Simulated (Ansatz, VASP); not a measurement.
One calculation of Hf, two programs

Contents of INCAR:

```
PREC = Accurate
ENCUT = 520
EDIFF = 1E-8
ISMEAR = -1
SIGMA = 0.03
LREAL = F
LASPH = T
NELM = 60
ALGO = Normal
ISIF = 2
LWAVE = F
LCHARG = F
LEFG = T
NBANDS = 11
```

Contents of KPOINTS:

```
Automatic mesh
0
Gamma
  13 13 13
```

POSCAR

```
Hf
1.0
    0.0000000000      2.2051002222      2.2051002222
    2.2051002222      0.0000000000      2.2051002222
    2.2051002222      2.2051002222      0.0000000000
Hf
1
Direct
    0.0000000000      0.0000000000      0.0000000000
```

Input for Ansatz:

```yaml
crystal:
  lattice:
    - [0.0, 2.2051002222, 2.2051002222]
    - [2.2051002222, 0.0, 2.2051002222]
    - [2.2051002222, 2.2051002222, 0.0]
  atoms:
    - { symbol: Hf, position: [0.0, 0.0, 0.0] }
kpoints:
  mp_grid: { grid: [13, 13, 13] }
scf:
  occupations: { method: fermi_dirac, width: 0.03 }
hamiltonian:
  xc: lda
  pseudopotentials: { kind: paw }
output:
  forces: true
  stress: true
  eigenvalues: true
  efg: { contact_densities: true }
```

Change from the starting cell: volume scaled by 0.98, PAW files.

Alike in both runs: task electric field gradients; functional LDA; k mesh 13 × 13 × 13; occupations fermi-dirac, width 0.03 eV; no spin polarisation.

```csv
,VASP,Ansatz
version,VASP 6.6.1,Ansatz 0.2.0
potentials or method,"VASP PAW LDA potentials, release 64 (Hf_pv)","PAW with Ansatz's default frozen-core files, scalar-relativistic"
plane-wave cutoff (eV),520,420
valence electrons in the cell,10,26
```

```tsv
	VASP	Ansatz	Ansatz less VASP
pressure (GPa)	-3.4	-3.5	-0.03
Vzz of the field gradient on the site that differs most (V/Å²)	0.0	0.0	0.00
```

The two sets of potentials don't hold the same shells in valence. Ansatz warned: «gradients_without_spin_orbit».

The runs have no spin-orbit coupling, so splittings on Hf are missing.
